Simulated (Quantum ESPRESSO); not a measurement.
Crystal: LiH.

```
CELL_PARAMETERS angstrom
0.00000 2.03675 2.03675
2.03675 0.00000 2.03675
2.03675 2.03675 0.00000
ATOMIC_POSITIONS crystal
Li 0.00000 0.00000 0.00000
H 0.50000 0.50000 0.50000
```

Base run:

* Program: Quantum ESPRESSO 7.5
* Functional: BLYP
* Potentials or basis: GBRV 1.5 PBE
* Cutoff: 612 eV
* Density cutoff: 4898 eV
* k mesh: 8 × 8 × 8, shifted
* Occupations: fermi-dirac, width 0.05 eV
* Spin: no spin polarisation

Its results: pressure -1.1 GPa; electronic dielectric tensor (diagonal) 3.85.

Q: The run is repeated on the same cell with these changes: functional from BLYP to AM05. What comes out?

A: Pressure -1.6 GPa; electronic dielectric tensor (diagonal) 4.48.

AM05 binds more tightly than BLYP, so the same cell stands under less pressure.

Caveats: the potentials were made for another functional, which shifts forces and pressure.
